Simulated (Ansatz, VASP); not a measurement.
**One calculation of SnSe, two programs**

```
Sn Se
1.0
     0.00000    2.99495    3.01000
     3.02505    0.00000    3.01000
     3.02505    2.99495    0.00000
Sn Se
1 1
Direct
  0.00000 0.00000 0.00000
  0.50000 0.50000 0.50000
```

Change from the starting cell: strain +0.0050 x Voigt [1, -1, 0, 0, 0, 0], atoms carried along.

Alike in both runs: task single point; functional LDA; k mesh 8 × 8 × 8; occupations gaussian, width 0.05 eV; no spin polarisation.

|  | VASP | Ansatz |
| --- | --- | --- |
| version | VASP 6.6.1 | Ansatz 0.2.0 |
| potentials or method | VASP PAW LDA potentials, release 64 (Sn_d, Se) | scalar-relativistic, plane waves, PAW |
| plane-wave cutoff (eV) | 520 | 420 |
| valence electrons in the cell | 20 | 30 |

|  | VASP | Ansatz | Ansatz less VASP |
| --- | --- | --- | --- |
| gap on the k mesh at the Fermi level (eV) | 0.63 | 0.61 | -0.019 |
| least direct gap on the mesh (eV) | 0.63 | 0.61 | -0.019 |
| pressure (GPa) | -3.3 | -3.3 | -0.07 |
| largest component of the traceless stress (GPa) | 0.55 | 0.55 | -0.006 |

The two sets of potentials don't hold the same shells in valence.

Caveats: spin-orbit coupling is left out, which moves the levels of the heavy elements. A k mesh can miss the band edges.
